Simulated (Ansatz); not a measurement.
**GaSb: a line through a two-coordinate scan**

How does the energy of GaSb (Immm, No. 71; 2 atoms in the cell) vary with volume per atom, at stretch along a over the lengths across it = 0.948?

Program: Ansatz 0.2.0. Level of theory: DFT PBE, scalar-relativistic, plane waves, PAW. These are calculated values, not measurements.

20 further runs of the same task are left out: 1 that didn't finish, 19 set aside as unsound or not needed. Runs told in other sessions of the task aren't counted.

### Step 1. The starting structure

Symmetry: Immm, No. 71, orthorhombic system. The conventional cell has a = 3.212 Å, b = 5.190 Å, c = 5.766 Å, α = 90.00°, β = 90.00°, γ = 90.00°. Ga (site symmetry mmm) has 6 Sb at 2.88 to 3.05 Å and 2 Ga at 3.21 Å in its first shell of neighbours. Sb (site symmetry mmm) has 6 Ga at 2.88 to 3.05 Å and 2 Sb at 3.21 Å in its first shell of neighbours.

As a file:

```
Ga Sb
1.0
    -1.60581    2.59477    2.88295
     1.60581   -2.59477    2.88295
     1.60581    2.59477   -2.88295
Ga Sb
1 1
Direct
  0.00000 0.00000 0.00000
  0.50000 0.50000 0.00000
```

It goes back to an entry of the Materials Project, which need not be the stable form.

This cell was relaxed beforehand with the same method: volume 24.02 Å³/atom, gap on the mesh none (metal).

### Step 2. What is varied

The energy is mapped over volume and the cell's shape.

- volume per atom: 7 values from 20.18 to 27.87 Å³
- stretch along a over the lengths across it, relative to the relaxed cell: 7 values from 0.923 to 1.083

Nothing else is relaxed (symmetry fixes all fractional coordinates). Energies count from the relaxed crystal. Points are written as (first, second).

### Step 3. Grid point (20.18 Å³, 0.948)

The input, input.yaml:

```yaml
crystal:
  lattice:
    - [-1.4621563403, 2.4922425376, 2.7690358]
    - [1.4621563403, -2.4922425376, 2.7690358]
    - [1.4621563403, 2.4922425376, -2.7690358]
  atoms:
    - { symbol: Ga, position: [0.0, 0.0, 0.0] }
    - { symbol: Sb, position: [0.5, 0.5, 0.0] }
basis:
  ecutwfc: 420
kpoints:
  mp_grid: { grid: [18, 18, 18] }
hamiltonian:
  xc: pbe
  pseudopotentials: { kind: paw, azcp: { folder: soft_1 } }
scf:
  occupations: { method: gaussian, width: 0.15 }
output:
  forces: true
  stress: true
  eigenvalues: true
```

Command:

```bash
$ ansatz run input.yaml --threads 2 --pin off --max-ram 4096MiB --backend cpu --events-out ev --progress --plain --runs-dir out
```

Standard output (excerpt; [...] marks lines left out):

```text
Warning: RAYON_NUM_THREADS=2 ignored (pool sized by the plan → 2); use --threads N
[...]
Pseudopotentials: kind: paw
Pseudopotential: Ga, paw, valence charge 13, recommended cutoff 420 eV (normal), <dir>
Pseudopotential: Sb, paw, valence charge 15, recommended cutoff 420 eV (normal), <dir>
Functional definition: PBE
[...]
Crystal: 2 atoms, lattice volume = 40.362 Å³
Basis set: ecut = 420 eV, 801 PW (Γ), exchange–correlation on 54×54×54 points (8 copies of the dense FFT grid, shifted against one another)
Bands: 18, of which v1, the nominal top of the filled ones, is band 14 counted from 1 (13 counted from 0)
Symmetry: 8 space group operations
Space group: Immm (ITA 71), of the structure as read, at distance tolerance 3.4e-5 Å
k-points: 865 of 5832
[...]
SCF iter   1: F=—  HF=-10267.290969 eV  |F-HF|=—  |Δ(HF+E_count)|=         —  Δρ=2.71e-2  dr2=2.58e-1  ethr=3.10e-3  ⟨swp⟩=5.9  Hψ=77860  notcnv=0
[...]
SCF iter   8: F=-10267.231089 eV  HF=-10267.231089 eV  |F-HF|=3.18e-9  |Δ(HF+E_count)|=  7.62e-10  Δρ=5.77e-6  dr2=1.32e-8  ethr=3.57e-10  ⟨swp⟩=6.6  Hψ=71122  notcnv=0
[...]
SCF converged after 8 iterations
Free energy (F): -10267.231089 eV
[...]
E sigma→0 (E₀):  -10267.227328 eV
Entropy (-TS):   -0.007521 eV (-3.760 meV/atom)
Fermi energy:    13.017199 eV
[...]
--- Forces (eV/Å), atoms counted from 1 ---
  atom   1  Ga     0.00000000    -0.00000000     0.00000000
  atom   2  Sb    -0.00000000     0.00000000    -0.00000000
[...]
--- Stress (GPa, compression-positive) ---
       17.727826       0.000000      -0.000000
        0.000000      14.611865      -0.000000
       -0.000000      -0.000000       9.986091
  P = ⅓ Tr σ = 14.1086 GPa (141.086 kbar)
--- Band table (eV; the first three rows and the last of 865) ---
  k-point 0: bands = ["-16.4083", "-16.2022", "-16.1859", "-16.1846", "-16.1649", "-2.2278", "-2.0965", "-2.0893", "-2.0430", "-1.9968", "-0.4713", "10.0467", "10.2164", "10.9538", "15.9707", "19.1902", "19.4719", "22.1720"]
[...]
```

Wall time 13 s (2 threads of Intel Xeon Platinum 8488C (Sapphire Rapids), shared host); peak memory 0.81 GiB.

Energy on the map's scale: 153 meV/atom.

### Step 4. Grid point (22.74 Å³, 0.948)

Edit input.yaml of step 3 so:

```diff
@@ -2,5 +2,5 @@
   lattice:
-    - [-1.4621563403, 2.4922425376, 2.7690358]
-    - [1.4621563403, -2.4922425376, 2.7690358]
-    - [1.4621563403, 2.4922425376, -2.7690358]
+    - [-1.5215824886, 2.5935342877, 2.8815772072]
+    - [1.5215824886, -2.5935342877, 2.8815772072]
+    - [1.5215824886, 2.5935342877, -2.8815772072]
   atoms:
```

Command:

```bash
$ ansatz run input.yaml --threads 2 --pin off --max-ram 4096MiB --backend cpu --events-out ev --progress --plain --runs-dir out
```

Standard output (excerpt; [...] marks lines left out):

```text
Warning: RAYON_NUM_THREADS=2 ignored (pool sized by the plan → 2); use --threads N
[...]
[... 4 set-up lines as earlier in the session ...]
[...]
Crystal: 2 atoms, lattice volume = 45.486 Å³
Basis set: ecut = 420 eV, 853 PW (Γ), exchange–correlation on 60×60×60 points (8 copies of the dense FFT grid, shifted against one another)
Bands: 18, of which v1, the nominal top of the filled ones, is band 14 counted from 1 (13 counted from 0)
[... 1 set-up line as earlier in the session ...]
Space group: Immm (ITA 71), of the structure as read, at distance tolerance 3.6e-5 Å
k-points: 865 of 5832
[...]
SCF iter   1: F=—  HF=-10267.562632 eV  |F-HF|=—  |Δ(HF+E_count)|=         —  Δρ=2.43e-2  dr2=2.57e-1  ethr=3.10e-3  ⟨swp⟩=5.8  Hψ=76770  notcnv=0
[...]
SCF iter   8: F=-10267.494564 eV  HF=-10267.494564 eV  |F-HF|=3.52e-9  |Δ(HF+E_count)|=   8.11e-8  Δρ=5.85e-6  dr2=1.77e-8  ethr=3.57e-10  ⟨swp⟩=6.6  Hψ=72747  notcnv=0
[...]
SCF converged after 8 iterations
Free energy (F): -10267.494564 eV
[...]
E sigma→0 (E₀):  -10267.490235 eV
Entropy (-TS):   -0.008659 eV (-4.330 meV/atom)
Fermi energy:    11.001609 eV
[...]
--- Forces (eV/Å), atoms counted from 1 ---
  atom   1  Ga     0.00000000     0.00000000    -0.00000000
  atom   2  Sb     0.00000000     0.00000000    -0.00000000
[...]
--- Stress (GPa, compression-positive) ---
        5.758473       0.000000       0.000000
        0.000000       3.836405      -0.000000
        0.000000      -0.000000       0.834194
  P = ⅓ Tr σ = 3.4764 GPa (34.764 kbar)
--- Band table (eV; the first three rows and the last of 865) ---
  k-point 0: bands = ["-18.1708", "-18.0305", "-18.0050", "-18.0037", "-18.0036", "-4.0088", "-3.9015", "-3.8998", "-3.8758", "-3.8389", "-1.4346", "7.8864", "8.4792", "9.2823", "14.2491", "16.6765", "16.8084", "19.2914"]
[...]
```

Wall time 14 s (2 threads of Intel Xeon Platinum 8488C (Sapphire Rapids), shared host); peak memory 0.86 GiB.

That is 22 meV/atom from the zero.

### Step 5. The run at (25.31 Å³, 0.948)

Edit input.yaml of step 4 so:

```diff
@@ -2,5 +2,5 @@
   lattice:
-    - [-1.5215824886, 2.5935342877, 2.8815772072]
-    - [1.5215824886, -2.5935342877, 2.8815772072]
-    - [1.5215824886, 2.5935342877, -2.8815772072]
+    - [-1.5767182178, 2.687513027, 2.9859934065]
+    - [1.5767182178, -2.687513027, 2.9859934065]
+    - [1.5767182178, 2.687513027, -2.9859934065]
   atoms:
@@ -21 +21,5 @@
   eigenvalues: true
+  write_density: true
+  write_potential: true
+  elf: true
+  volumetric_format: npy
```

Command:

```bash
$ ansatz run input.yaml --threads 2 --pin off --max-ram 4096MiB --backend cpu --events-out ev --progress --plain --runs-dir out
```

Standard output (excerpt; [...] marks lines left out):

```text
Warning: RAYON_NUM_THREADS=2 ignored (pool sized by the plan → 2); use --threads N
[...]
[... 4 set-up lines as earlier in the session ...]
[...]
Crystal: 2 atoms, lattice volume = 50.612 Å³
Basis set: ecut = 420 eV, 1001 PW (Γ), exchange–correlation on 60×60×60 points (8 copies of the dense FFT grid, shifted against one another)
Bands: 18, of which v1, the nominal top of the filled ones, is band 14 counted from 1 (13 counted from 0)
[... 1 set-up line as earlier in the session ...]
Space group: Immm (ITA 71), of the structure as read, at distance tolerance 3.7e-5 Å
k-points: 865 of 5832
[...]
SCF iter   1: F=—  HF=-10267.577119 eV  |F-HF|=—  |Δ(HF+E_count)|=         —  Δρ=2.22e-2  dr2=2.56e-1  ethr=3.10e-3  ⟨swp⟩=5.6  Hψ=76586  notcnv=0
[...]
SCF iter   8: F=-10267.504778 eV  HF=-10267.504778 eV  |F-HF|=1.62e-8  |Δ(HF+E_count)|=   1.26e-8  Δρ=7.07e-6  dr2=3.98e-8  ethr=3.57e-10  ⟨swp⟩=11.2  Hψ=122538  notcnv=0
[...]
SCF converged after 8 iterations
Free energy (F): -10267.504778 eV
[...]
E sigma→0 (E₀):  -10267.499899 eV
Entropy (-TS):   -0.009759 eV (-4.880 meV/atom)
Fermi energy:    9.382704 eV
[...]
--- Forces (eV/Å), atoms counted from 1 ---
  atom   1  Ga     0.00000000     0.00000000    -0.00000000
  atom   2  Sb     0.00000000     0.00000000     0.00000000
[...]
--- Stress (GPa, compression-positive) ---
       -0.755554       0.000000       0.000000
        0.000000      -2.011267       0.000000
        0.000000       0.000000      -3.998289
  P = ⅓ Tr σ = -2.2550 GPa (-22.550 kbar)
--- Band table (eV; the first three rows and the last of 865) ---
  k-point 0: bands = ["-19.6145", "-19.5148", "-19.4968", "-19.4855", "-19.4839", "-5.4764", "-5.3856", "-5.3851", "-5.3767", "-5.3470", "-2.2191", "6.0193", "7.2258", "7.9394", "12.8734", "14.4245", "14.8646", "16.9582"]
[...]
```

Wall time 23 s (2 threads of Intel Xeon Platinum 8488C (Sapphire Rapids), shared host); peak memory 0.86 GiB.

The maps below are laid out on this run's own conventional cell (a, b, c = 3.153, 5.375, 5.972 Å).

Density in a lattice plane of the grid's cell (edges 3.15 and 5.97 Å, at 0.000 of the third edge), which holds Ga and Sb.

Ten even steps from '0' (0.06 e/Å³) to '9' (50.56 e/Å³):
```
420000000002
000000000000
000000000000
000000000000
000000000000
000000000000
000000000000
000000000000
210000000001
321000000012
210000000001
000000000000
000000000000
000000000000
000000000000
000000000000
000000000000
000000000000
420000000002
940000000004
```
Columns run along the first of these edges and rows up along the second, over one cell in 12 and 20 even steps from the bottom left corner. Atoms in the plane (fractional): Ga at (0.00, 0.00), Sb at (0.00, 0.50).

ELF in the same plane.

Ten even steps from ' ' (0.05) to '@' (0.59):
```
    ::======--======::  
::--======--::--======--
==++++++==::..::==++++++
####**++--..  ..--++**##
@@@@%%**--..  ..--**%%@@
@@@@@@%%++::..::++%%@@@@
****######++--++######**
::--++**##**++**##**++--
    ::++####**####++::  
..  ..++**######**++..  
    ::++####**####++::  
::--++**##**++**##**++--
****######++--++######**
@@@@@@%%++::..::++%%@@@@
@@@@%%**--..  ..--**%%@@
####**++--..  ..--++**##
==++++++==::..::==++++++
::--======--::--======--
    ::======--======::  
##  ..==============..  
```
Columns run along the first of these edges and rows up along the second, over one cell in 12 and 20 even steps from the bottom left corner. Atoms in the plane (fractional): Ga at (0.00, 0.00), Sb at (0.00, 0.50).

Both are smooth fields of the valence electrons: close to the nuclei they are not physical.

Outside the cores ELF peaks at 0.61 on the Sb–Ga line, 1.4 Å from Sb; 0.55 beside Sb, off the lines to its neighbours, 1.3 Å from Sb; 0.47 on the Sb–Sb line, 1.4 Å from Sb.

Energy on the map's scale: 17 meV/atom.

### Step 6. The run at (26.59 Å³, 0.948)

The input, input.yaml:

```yaml
crystal:
  lattice:
    - [-1.6028862234, 2.7321163398, 3.0355504493]
    - [1.6028862234, -2.7321163398, 3.0355504493]
    - [1.6028862234, 2.7321163398, -3.0355504493]
  atoms:
    - { symbol: Ga, position: [0.0, 0.0, 0.0] }
    - { symbol: Sb, position: [0.5, 0.5, 0.0] }
basis:
  ecutwfc: 420
kpoints:
  mp_grid: { grid: [18, 18, 18] }
hamiltonian:
  xc: pbe
  pseudopotentials: { kind: paw, azcp: { folder: soft_1 } }
scf:
  occupations: { method: gaussian, width: 0.15 }
output:
  forces: true
  stress: true
  eigenvalues: true
```

Command:

```bash
$ ansatz run input.yaml --threads 2 --pin off --max-ram 4096MiB --backend cpu --events-out ev --progress --plain --runs-dir out
```

Standard output (excerpt; [...] marks lines left out):

```text
Warning: RAYON_NUM_THREADS=2 ignored (pool sized by the plan → 2); use --threads N
[...]
[... 4 set-up lines as earlier in the session ...]
[...]
Crystal: 2 atoms, lattice volume = 53.174 Å³
Basis set: ecut = 420 eV, 1047 PW (Γ), exchange–correlation on 60×60×60 points (8 copies of the dense FFT grid, shifted against one another)
Bands: 18, of which v1, the nominal top of the filled ones, is band 14 counted from 1 (13 counted from 0)
[... 1 set-up line as earlier in the session ...]
Space group: Immm (ITA 71), of the structure as read, at distance tolerance 3.8e-5 Å
k-points: 865 of 5832
[...]
SCF iter   1: F=—  HF=-10267.527381 eV  |F-HF|=—  |Δ(HF+E_count)|=         —  Δρ=2.13e-2  dr2=2.56e-1  ethr=3.10e-3  ⟨swp⟩=5.6  Hψ=76264  notcnv=0
[...]
SCF iter   8: F=-10267.453783 eV  HF=-10267.453783 eV  |F-HF|=7.28e-12  |Δ(HF+E_count)|=   8.56e-8  Δρ=7.10e-6  dr2=4.13e-8  ethr=3.57e-10  ⟨swp⟩=7.3  Hψ=81238  notcnv=0
[...]
SCF converged after 8 iterations
Free energy (F): -10267.453783 eV
[...]
E sigma→0 (E₀):  -10267.448508 eV
Entropy (-TS):   -0.010550 eV (-5.275 meV/atom)
Fermi energy:    8.691199 eV
[...]
--- Forces (eV/Å), atoms counted from 1 ---
  atom   1  Ga     0.00000000    -0.00000000     0.00000000
  atom   2  Sb    -0.00000000     0.00000000     0.00000000
[...]
--- Stress (GPa, compression-positive) ---
       -2.803243       0.000000       0.000000
        0.000000      -3.843106      -0.000000
        0.000000      -0.000000      -5.444118
  P = ⅓ Tr σ = -4.0302 GPa (-40.302 kbar)
--- Band table (eV; the first three rows and the last of 865) ---
  k-point 0: bands = ["-20.2414", "-20.1559", "-20.1418", "-20.1258", "-20.1241", "-6.1163", "-6.0320", "-6.0311", "-6.0288", "-6.0021", "-2.5612", "5.2198", "6.6892", "7.3627", "12.2843", "13.4570", "14.0215", "15.9524"]
[...]
```

Run time: 15 s. Hardware: 2 threads of Intel Xeon Platinum 8488C (Sapphire Rapids), shared host; peak memory 0.93 GiB.

Energy on the map's scale: 42 meV/atom.

### Step 7. Grid point (27.87 Å³, 0.948)

Edit input.yaml of step 6 so:

```diff
@@ -2,5 +2,5 @@
   lattice:
-    - [-1.6028862234, 2.7321163398, 3.0355504493]
-    - [1.6028862234, -2.7321163398, 3.0355504493]
-    - [1.6028862234, 2.7321163398, -3.0355504493]
+    - [-1.6282460985, 2.7753421959, 3.0835770522]
+    - [1.6282460985, -2.7753421959, 3.0835770522]
+    - [1.6282460985, 2.7753421959, -3.0835770522]
   atoms:
```

Command:

```bash
$ ansatz run input.yaml --threads 2 --pin off --max-ram 4096MiB --backend cpu --events-out ev --progress --plain --runs-dir out
```

Standard output (excerpt; [...] marks lines left out):

```text
Warning: RAYON_NUM_THREADS=2 ignored (pool sized by the plan → 2); use --threads N
[...]
[... 4 set-up lines as earlier in the session ...]
[...]
Crystal: 2 atoms, lattice volume = 55.738 Å³
Basis set: ecut = 420 eV, 1095 PW (Γ), exchange–correlation on 60×60×60 points (8 copies of the dense FFT grid, shifted against one another)
Bands: 18, of which v1, the nominal top of the filled ones, is band 14 counted from 1 (13 counted from 0)
[... 2 set-up lines as earlier in the session ...]
k-points: 865 of 5832
[...]
SCF iter   1: F=—  HF=-10267.452800 eV  |F-HF|=—  |Δ(HF+E_count)|=         —  Δρ=2.04e-2  dr2=2.55e-1  ethr=3.10e-3  ⟨swp⟩=5.5  Hψ=76101  notcnv=0
[...]
SCF iter   8: F=-10267.378416 eV  HF=-10267.378416 eV  |F-HF|=4.43e-9  |Δ(HF+E_count)|=   1.19e-7  Δρ=5.91e-6  dr2=3.01e-8  ethr=3.57e-10  ⟨swp⟩=6.6  Hψ=77735  notcnv=0
[...]
SCF converged after 8 iterations
Free energy (F): -10267.378416 eV
[...]
E sigma→0 (E₀):  -10267.372762 eV
Entropy (-TS):   -0.011306 eV (-5.653 meV/atom)
Fermi energy:    8.063665 eV
[...]
--- Forces (eV/Å), atoms counted from 1 ---
  atom   1  Ga     0.00000000    -0.00000000     0.00000000
  atom   2  Sb     0.00000000     0.00000000     0.00000000
[...]
--- Stress (GPa, compression-positive) ---
       -4.317398       0.000000       0.000000
        0.000000      -5.180913      -0.000000
        0.000000      -0.000000      -6.460423
  P = ⅓ Tr σ = -5.3196 GPa (-53.196 kbar)
--- Band table (eV; the first three rows and the last of 865) ---
  k-point 0: bands = ["-20.8160", "-20.7418", "-20.7314", "-20.7111", "-20.7094", "-6.7045", "-6.6272", "-6.6257", "-6.6245", "-6.6031", "-2.8765", "4.4931", "6.2012", "6.8374", "11.7485", "12.5759", "13.2490", "15.0343"]
[...]
```

It took 15 s on 2 threads of Intel Xeon Platinum 8488C (Sapphire Rapids), shared host; peak memory 0.95 GiB.

Energy on the map's scale: 80 meV/atom.

### Step 8. Results

```
volume per atom (Å³)  step  energy (meV/atom)  slope (meV/atom per Å³)  pressure (GPa)
               20.18     3                153                      −88            14.1
               21.46     –                 67                      −50             8.0
               22.74     4                 22                      −22             3.5
               24.02     –                  8                       −1             0.2
               25.31     5                 17                       14            −2.3
               26.59     6                 42                       25            −4.0
               27.87     7                 80                       33            −5.3
```

Energies count from the relaxed crystal. Rows without a step come from runs not printed here or follow by symmetry. Slopes come from the forces (and the stress, where the cell changes), not from differences of energies.

What this shows: The lowest point computed on the line is at 24.02 Å³, 8 meV/atom from the zero. Energies and slopes round the minimum, fitted together, put the minimum at 24.101 Å³, with a curvature of about 13 meV/atom per (Å³)². V·d²E/dV² there is about 52 GPa, a bulk modulus under this line's constraint. The well is lopsided: two grid steps out, the energy rises by 59 meV/atom towards smaller values and 34 meV/atom towards larger ones. The highest point computed, at 20.18 Å³, lies 146 meV/atom above the lowest. This is one cut through a surface in two coordinates; the map's lowest point lies off it. Spin-orbit coupling is left out for Sb.
